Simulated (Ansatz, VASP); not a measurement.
## ZrS in VASP and in Ansatz

Contents of INCAR:

```
SYSTEM = ZrS
ALGO = Normal
EDIFF = 1E-6
ENCUT = 520
GGA = PS
ISIF = 2
ISMEAR = 0
LASPH = .True.
LCHARG = .False.
LREAL = .False.
LWAVE = .False.
NBANDS = 16
NELM = 60
PREC = Accurate
SIGMA = 0.15
```

KPOINTS

```
k-points
0
Gamma
  16 16 16
  0 0 0
```

The input POSCAR:

```
ZrS
1.0
    0.0000000000      2.6250000000      2.6250000000
    2.6250000000      0.0000000000      2.6250000000
    2.6250000000      2.6250000000      0.0000000000
Zr S
1 1
Direct
    0.0000000000      0.0000000000      0.0000000000
    0.5000000000      0.5000000000      0.5000000000
```

Input for Ansatz:

```yaml
crystal:
  lattice:
    - [0.0, 2.625, 2.625]
    - [2.625, 0.0, 2.625]
    - [2.625, 2.625, 0.0]
  atoms:
    - { symbol: Zr, position: [0.0, 0.0, 0.0] }
    - { symbol: S, position: [0.5, 0.5, 0.5] }
basis:
  ecutwfc: 420
kpoints:
  mp_grid: { grid: [16, 16, 16] }
hamiltonian:
  xc: pbesol
scf:
  occupations: { method: gaussian, width: 0.15 }
output:
  forces: true
  stress: true
  eigenvalues: true
```

Alike in both runs: task single point; functional PBEsol; k mesh 16 × 16 × 16; occupations gaussian, width 0.15 eV; no spin polarisation.

|  | VASP | Ansatz |
| --- | --- | --- |
| version | VASP 6.6.1 | Ansatz 0.2.0 |
| potentials or method | VASP PAW PBE potentials, release 64 (Zr_sv, S) | scalar-relativistic, plane waves, PAW |
| plane-wave cutoff (eV) | 520 | 420 |
| valence electrons in the cell | 18 | 18 |

```csv
,VASP,Ansatz,Ansatz less VASP
gap on the k mesh at the Fermi level (eV),none,none,-
pressure (GPa),-6.3,-6.5,-0.20
```

A gap of «none» marks a metal or a gap that the smearing closes. The functional is the same, so the differences come from potentials, cutoffs and numerics.

Caveats: the PAW data sets were made with another functional, which shifts forces and pressure a little (VASP).
